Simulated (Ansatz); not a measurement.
# Ru (P6_3/mmc) in Ansatz: notebook

One crystal, Ru, is run at these levels: PBEsol, LDA; tasks: elastic constants, single point, equation of state.

Program: Ansatz 0.2.0. These are calculated values, not measurements. Logs are shortened: lines on timing, memory, paths and dates and some standing lists are left out, and cuts for length are marked.

## Step 1: The crystal as given

The structure is hexagonal, space group P6_3/mmc (No. 194). The conventional cell has a = 2.706 Å, b = 2.706 Å, c = 4.282 Å, α = 90.00°, β = 90.00°, γ = 120.00°. Ru (site symmetry -6m2) has 12 Ru at 2.65 to 2.71 Å as nearest neighbours.

## Step 2: Elastic constants, PBEsol

Contents of input.yaml:

```yaml
crystal:
  lattice:
    - [2.7058, 0.0, 0.0]
    - [-1.3529, 2.3432915376, 0.0]
    - [0.0, 0.0, 4.2819]
  atoms:
    - { symbol: Ru, position: [0.6666666667, 0.3333333333, 0.75] }
    - { symbol: Ru, position: [0.3333333333, 0.6666666667, 0.25] }
hamiltonian:
  xc: pbesol
  pseudopotentials: { kind: paw }
kpoints:
  mp_grid: { grid: [10, 10, 6] }
scf:
  occupations: { method: fermi_dirac, width: 0.05 }
output:
  forces: true
  stress: true
elastic:
  mode: relaxed_ion
  stencil: two_point
```

Potentials or basis: Ansatz PAW.

Run with:

```sh
$ ansatz run input.yaml --threads 2 --pin off --max-ram 5632MiB --backend cpu --events-out ev --progress --plain --runs-dir out
```

Log:

```text
Warning: RAYON_NUM_THREADS=2 ignored (pool sized by the plan → 2); use --threads N
Engine: ansatz 0.2.0, x86_64-unknown-linux-gnu
Pseudopotentials: kind: paw
Pseudopotential: Ru, paw, valence charge 16, recommended cutoff 420 eV (normal), Ru.paw.azcp
Functional definition: PBEsol
  exchange = pbesol_x
  correlation = pbesol_c
Crystal: 2 atoms, lattice volume = 27.149 Å³
Basis set: ecut = 420 eV, 537 PW (Γ), exchange–correlation on 40×40×60 points (8 copies of the dense FFT grid, shifted against one another)
Bands: 20, of which v1, the nominal top of the filled ones, is band 16 counted from 1 (15 counted from 0)
Symmetry: 24 space group operations
Space group: P63/mmc (ITA 194), of the structure as read, at distance tolerance 3.0e-5 Å
k-points: 56 of 600
Non-local potential: Ru, projectors of the file, l = 0: 3, l = 1: 2, l = 2: 2, l = 3: 1
PAW form: soft (Blöchl's): semilocal exchange-correlation on the pseudo side does not see the compensation charge
PAW frozen core: Ru, regenerated for the run's functional, and the local potential with it (the file was generated under x = pbe(κ = 0.804, μ = 0.2195149727645171), c = pbe(β = 0.06672455060314922))
PAW one-centre angular grid: Ru, 590 points (default); XC on 64 Gauss nodes
Initial density: superposition of atomic densities (neutral atoms: chi_scale 0, normalization atom), corrected by the library's trained network
Initial wavefunctions: pseudopotential atomic-orbital guess
Functional: x = pbesol(κ = 0.804, μ = 0.12345679012345678), c = pbesol(β = 0.046)
SCF iter   1: F=—  HF=-11632.988809 eV  |F-HF|=—  |Δ(HF+E_count)|=         —  Δρ=1.08e-2  dr2=2.00e-2  ethr=1.77e-3  ⟨swp⟩=5.1  Hψ=4421  notcnv=0
preconditioner: auto → none  [metal: Δε(μ)=0.031 eV  Ē_g=5.859 eV  σ=0.050 eV  W_gap=0.16  n_scr=8 (ndim 8)  ℏωp=28.5 eV  f_vac=0.000  D(μ)=1.88/eV (n_scr^D=22)  sad-step TF]
SCF iter   2: F=—  HF=-11632.985791 eV  |F-HF|=—  |Δ(HF+E_count)|=   3.02e-3  Δρ=5.62e-3  dr2=5.09e-3  ethr=6.26e-5  ⟨swp⟩=2.0  Hψ=2625  notcnv=0
SCF iter   3: F=—  HF=-11632.984793 eV  |F-HF|=—  |Δ(HF+E_count)|=   9.98e-4  Δρ=3.45e-4  dr2=1.04e-5  ethr=1.59e-5  ⟨swp⟩=2.1  Hψ=1668  notcnv=0
SCF iter   4: F=—  HF=-11632.984782 eV  |F-HF|=—  |Δ(HF+E_count)|=   1.14e-5  Δρ=7.04e-5  dr2=8.62e-7  ethr=3.24e-8  ⟨swp⟩=2.0  Hψ=2023  notcnv=0
SCF iter   5: F=—  HF=-11632.984781 eV  |F-HF|=—  |Δ(HF+E_count)|=   3.10e-7  Δρ=1.47e-5  dr2=3.12e-8  ethr=2.69e-9  ⟨swp⟩=2.0  Hψ=1827  notcnv=0
SCF iter   6: F=—  HF=-11632.984781 eV  |F-HF|=—  |Δ(HF+E_count)|=   1.02e-8  Δρ=3.47e-6  dr2=1.52e-9  ethr=9.74e-11  ⟨swp⟩=2.1  Hψ=1938  notcnv=0
SCF iter   7: F=—  HF=-11632.984781 eV  |F-HF|=—  |Δ(HF+E_count)|=  3.67e-10  Δρ=2.38e-7  dr2=4.25e-12  ethr=4.74e-12  ⟨swp⟩=2.9  Hψ=2133  notcnv=0
SCF iter   8: F=-11632.984781 eV  HF=-11632.984781 eV  |F-HF|=0.00e0  |Δ(HF+E_count)|=  1.82e-12  Δρ=1.78e-8  dr2=2.54e-14  ethr=1.00e-12  ⟨swp⟩=3.1  Hψ=5117  notcnv=0
SCF 1 converged in 8 iterations: F = -11632.984781 eV  dr2 = 2.54e-14
Crystal: 2 atoms, lattice volume = 27.095 Å³
Symmetry: 8 space group operations
k-points: 124 of 600
Initial density: handed on by an earlier stage of this run
Initial wavefunctions: pseudopotential atomic-orbital guess (no wavefunctions were taken with the density)
iter 1 solved again at ethr=3.31e-5 eV; its pass at ethr=3.10e-3 eV (dr2=1.06e-2 eV) is discarded
SCF iter   1: F=—  HF=-11632.990094 eV  |F-HF|=—  |Δ(HF+E_count)|=         —  Δρ=7.68e-3  dr2=1.07e-2  ethr=3.31e-5  ⟨swp⟩=2.0  Hψ=13472  notcnv=0
preconditioner: auto → none  [metal: Δε(μ)=0.013 eV  Ē_g=5.867 eV  σ=0.050 eV  W_gap=0.06  n_scr=8 (ndim 8)  ℏωp=28.5 eV  f_vac=0.000  D(μ)=1.90/eV (n_scr^D=22)]
SCF iter   2: F=—  HF=-11632.986111 eV  |F-HF|=—  |Δ(HF+E_count)|=   3.98e-3  Δρ=8.67e-4  dr2=7.11e-5  ethr=3.31e-5  ⟨swp⟩=3.0  Hψ=4959  notcnv=0
SCF iter   3: F=—  HF=-11632.986109 eV  |F-HF|=—  |Δ(HF+E_count)|=   1.49e-6  Δρ=4.26e-4  dr2=1.06e-5  ethr=2.22e-7  ⟨swp⟩=2.3  Hψ=4440  notcnv=0
SCF iter   4: F=—  HF=-11632.986124 eV  |F-HF|=—  |Δ(HF+E_count)|=   1.47e-5  Δρ=1.79e-4  dr2=5.49e-6  ethr=3.31e-8  ⟨swp⟩=3.0  Hψ=3731  notcnv=0
SCF iter   5: F=—  HF=-11632.986126 eV  |F-HF|=—  |Δ(HF+E_count)|=   1.54e-6  Δρ=4.01e-5  dr2=2.68e-7  ethr=1.72e-8  ⟨swp⟩=2.8  Hψ=4672  notcnv=0
SCF iter   6: F=—  HF=-11632.986125 eV  |F-HF|=—  |Δ(HF+E_count)|=   4.49e-7  Δρ=5.05e-6  dr2=4.63e-9  ethr=8.36e-10  ⟨swp⟩=2.0  Hψ=4278  notcnv=0
SCF iter   7: F=—  HF=-11632.986125 eV  |F-HF|=—  |Δ(HF+E_count)|=  1.93e-10  Δρ=3.94e-7  dr2=2.76e-11  ethr=1.45e-11  ⟨swp⟩=2.9  Hψ=4622  notcnv=0
SCF iter   8: F=—  HF=-11632.986125 eV  |F-HF|=—  |Δ(HF+E_count)|=  1.09e-11  Δρ=6.96e-8  dr2=5.17e-13  ethr=8.63e-14 (applied; sched 1.00e-12)  ⟨swp⟩=2.0  Hψ=3572  notcnv=0
SCF iter   9: F=-11632.986125 eV  HF=-11632.986125 eV  |F-HF|=0.00e0  |Δ(HF+E_count)|=    0.00e0  Δρ=1.35e-8  dr2=2.16e-14  ethr=1.00e-12  ⟨swp⟩=4.2  Hψ=9031  notcnv=0
SCF 2 converged in 9 iterations: F = -11632.986125 eV  dr2 = 2.16e-14
relax step   1: F+E_penalty+E_count = -11632.98612513 eV  Δ(F+E_penalty+E_count) = +0.000e0 eV  max|allowed force component| = 3.066e-3 eV/Å  Δτ_max = 0.0000 Å  (9 SCF iters, accepted)
Initial wavefunctions: those handed on with the density
iter 1 solved again at ethr=2.29e-9 eV; its pass at ethr=3.10e-3 eV (dr2=7.32e-7 eV) is discarded
SCF iter   1: F=—  HF=-11632.986152 eV  |F-HF|=—  |Δ(HF+E_count)|=         —  Δρ=6.88e-5  dr2=8.18e-7  ethr=2.29e-9  ⟨swp⟩=1.8  Hψ=10503  notcnv=0
[... 234 lines left out ...]
SCF iter   8: F=-11632.984720 eV  HF=-11632.984720 eV  |F-HF|=0.00e0  |Δ(HF+E_count)|=  3.64e-12  Δρ=2.02e-8  dr2=2.18e-14  ethr=3.13e-16 (applied; sched 1.00e-12)  ⟨swp⟩=1.0  Hψ=3448  notcnv=0
iter 9 did not close the SCF: its close was put off for the readings that it lacked (scf_convergence_deferred on its scf_iter line)
SCF iter   9: F=-11632.984720 eV  HF=-11632.984720 eV  |F-HF|=1.82e-12  |Δ(HF+E_count)|=  1.82e-12  Δρ=5.21e-9  dr2=1.46e-15  ethr=3.13e-16 (applied; sched 1.00e-12)  ⟨swp⟩=1.0  Hψ=3440  notcnv=0
iter 10 did not close the SCF: its close was put off for the readings that it lacked (scf_convergence_deferred on its scf_iter line)
SCF iter  10: F=-11632.984720 eV  HF=-11632.984720 eV  |F-HF|=0.00e0  |Δ(HF+E_count)|=  3.64e-12  Δρ=8.81e-11  dr2=7.00e-19  ethr=3.13e-16 (applied; sched 1.00e-12)  ⟨swp⟩=1.0  Hψ=3440  notcnv=0
SCF iter  11: F=-11632.984720 eV  HF=-11632.984720 eV  |F-HF|=1.82e-12  |Δ(HF+E_count)|=  1.82e-12  Δρ=3.61e-11  dr2=2.88e-19  ethr=1.00e-12  ⟨swp⟩=1.9  Hψ=7863  notcnv=0
SCF 18 converged in 11 iterations: F = -11632.984720 eV  dr2 = 2.88e-19
SCF converged after 8 iterations
Free energy (F): -11632.984781 eV
Harris-Foulkes:  -11632.984781 eV  (|F-HF|=0.00e0)
Internal energy: -11632.969131 eV  (E = F + TS)
E sigma→0 (E₀):  -11632.976956 eV
Entropy (-TS):   -0.015651 eV (-7.825 meV/atom)
Fermi energy:    23.400177 eV
--- Per-component energies (eV) ---
  E_band       = -110.120235
  E_kinetic    = 1027.760041
  E_local      = -2515.450332  (includes V_loc(G=0)·N_el)
  E_nonlocal   = 689.173279
  E_hartree    = 805.164299
  E_xc         = -379.012833
  E_vxc        = -477.450066  (∫ρ·V_xc dr)
  E_paw        = -6798.654487  (= ΣΔE_a)
  E_vpaw       = -444.481329  (= ΣTr[D̂ρ^β])
  E_aug_tail   = -0.000419  (compensation charges beyond the density's cutoff)
  E_ewald      = -4462.455271
  E_core_change = 0.506592  (= ΣΔE_core)
  E_smearing   = -0.015651  (= −TS)
  E_closure    = -0.000000  (closes the sum)
  Σ components = -11632.984781   (vs F -11632.984781, Δ=0.00e0)
--- Forces (eV/Å), atoms counted from 1 ---
  atom   1  Ru     0.00000000     0.00000000    -0.00000000
  atom   2  Ru    -0.00000000    -0.00000000     0.00000000
  max |Σ_I F_I| component: 4.63e-18 eV/Å
--- Stress (GPa, compression-positive) ---
       -4.562091       0.000000      -0.000000
        0.000000      -4.562091      -0.000000
       -0.000000      -0.000000      -9.333449
  P = ⅓ Tr σ = -6.1525 GPa (-61.525 kbar)
--- Band table (eV; the first three rows and the last of 56) ---
  k-point 0: bands = ["-49.6879", "-49.4812", "-20.2012", "-19.2568", "-19.2568", "-19.0854", "-19.0854", "-19.0471", "15.3202", "17.1331", "20.7699", "20.7699", "20.9426", "21.4558", "21.4558", "21.9895", "21.9895", "24.5766", "24.5766", "24.6158"]
  k-point 1: bands = ["-49.6743", "-49.4952", "-20.1272", "-19.2454", "-19.2454", "-19.1281", "-19.0969", "-19.0969", "15.6275", "17.2313", "20.6187", "20.6187", "20.7934", "21.2810", "21.2810", "22.3835", "22.3835", "23.6613", "24.5834", "24.5834"]
  k-point 2: bands = ["-49.6369", "-49.5335", "-19.9229", "-19.3465", "-19.2142", "-19.2142", "-19.1285", "-19.1285", "16.4354", "17.4172", "20.4972", "20.4972", "20.5015", "20.9144", "20.9144", "21.8777", "23.1650", "23.1650", "24.4327", "24.4327"]
  k-point 55: bands = ["-49.4665", "-49.4665", "-19.9693", "-19.9693", "-19.6610", "-19.6610", "-19.2470", "-19.2470", "18.4748", "18.4748", "19.4095", "19.4095", "20.6229", "20.6229", "22.1869", "22.1869", "24.7102", "24.7102", "30.8741", "30.8741"]
--- Elastic constants: 3 strain directions × 2 members + reference (group order 24) ---
  dense FFT box of the reference and of every strained cell: 20×20×30
  strains applied: 11, 33, 23; error gains: componentwise 1.00 (the most a stress slope's error grows in a printed constant), spectral 1.41 (1 for all six strains in a standard setting)
  C = ∂σ_k/∂η_j (tension-positive GPa; Voigt order 11 22 33 23 13 12):
       587.508    187.981    168.814     -0.000      0.000      0.000
       187.981    587.508    168.814     -0.000      0.000      0.000
       164.016    164.016    639.060     -0.000      0.000      0.000
         0.000     -0.000      0.000    182.085      0.000     -0.000
         0.000     -0.000      0.000      0.000    182.085     -0.000
        -0.000      0.000     -0.000     -0.000      0.000    199.764
  reference stress σ⁰ (GPa):      4.562      4.562      9.333      0.000      0.000     -0.000
  C* (energy form; C + prestress term) asymmetry max|C*_kj − C*_jk| = 2.623e-2 GPa — a small one proves nothing (zero by symmetry where the batch's group is 432, −43m or m−3m); a large one is finite-difference/SCF noise where every solve meets its electron count
  moduli (Voigt/Reuss/Hill, GPa): K = 317.30/317.16/317.23   G = 199.00/197.47/198.24   E = 492.19   ν = 0.241
  mechanically stable: yes (min eigenvalue of sym C = 182.09 GPa)
  the stresses are not corrected for the forces that the relaxations left standing (`elastic.f_tol`)
  strain η (Voigt 11):  stress-route row diagonal C_11 = 587.51 GPa, energy-path curvature d²(F+E_count+ΔE)/dδ²/Ω₀ = 587.22 GPa
         δ    σ_11 (GPa)             F (eV)   n_scf  n_hpsi   n_pw
    -2.000e-3       3.3763      -11632.9861258      11   45799    546   relax 3 steps, max|allowed force component| 1.99e-7 eV/Å
     2.000e-3       5.7263      -11632.9830386      12   48309    547   relax 2 steps, max|allowed force component| 1.04e-5 eV/Å
  strain η (Voigt 33):  stress-route row diagonal C_33 = 639.06 GPa, energy-path curvature d²(F+E_count+ΔE)/dδ²/Ω₀ = 639.16 GPa
         δ    σ_33 (GPa)             F (eV)   n_scf  n_hpsi   n_pw
    -2.000e-3       8.0426      -11632.9877252       7   18752    546   relax 0 steps, max|allowed force component| 3.70e-17 eV/Å
     2.000e-3      10.5989      -11632.9814008       5   15056    547   relax 0 steps, max|allowed force component| 1.85e-17 eV/Å
  strain η (Voigt 23):  stress-route row diagonal C_44 = 182.09 GPa, energy-path curvature d²(F+E_count+ΔE)/dδ²/Ω₀ = 178.58 GPa
         δ    σ_23 (GPa)             F (eV)   n_scf  n_hpsi   n_pw
    -2.000e-3      -0.3642      -11632.9847204      11   63604    547   relax 3 steps, max|allowed force component| 2.35e-7 eV/Å
     2.000e-3       0.3642      -11632.9847204      11   63586    547   relax 3 steps, max|allowed force component| 2.28e-7 eV/Å
```

Wall time 26 s (2 threads of Intel Xeon Platinum 8375C at 2.90GHz (Ice Lake), shared host); peak memory 0.45 GiB.

What came out:

```yaml
Free_energy: -11632.9848 eV
Pressure: -6.2 GPa
Band_gap_on_the_k_mesh: none (metal or under the smearing width)
Voigt_bulk_modulus: 317 GPa
```

Stress tensor (GPa, compression positive):
```
-4.56  0.00  0.00
 0.00 -4.56  0.00
 0.00  0.00 -9.33
```

Levels at points of the mesh, in eV from the Fermi level:
| k point | band 14 | band 15 | band 16 | band 17 | band 18 | band 19 |
| --- | --- | --- | --- | --- | --- | --- |
| (0.00, 0.00, 0.00) | -1.94 | -1.94 | -1.41 | -1.41 | 1.18 | 1.18 |
| (0.00, 0.00, -0.50) | -2.80 | -2.76 | -2.76 | 0.53 | 0.53 | 0.53 |
| (0.00, -0.50, 0.00) | -1.85 | -1.56 | 1.42 | 1.84 | 1.92 | 4.04 |
| (0.00, -0.50, -0.50) | -1.08 | 0.41 | 0.41 | 1.67 | 1.67 | 3.35 |

Elastic tensor in Voigt notation (GPa, in the Cartesian axes of the cell as first typed):
```
588 188 169   0   0   0
188 588 169   0   0   0
164 164 639   0   0   0
  0   0   0 182   0   0
  0   0   0   0 182   0
  0   0   0   0   0 200
```

Caveat: the cell is more than 3 GPa from zero pressure, which shifts response properties; elastic constants of metals need much finer meshes, so these are rough; the PAW data sets come from PBE, with cores solved anew for the run's functional, which leaves a small shift of forces and pressure.

(Continued in part 2 of 2.)
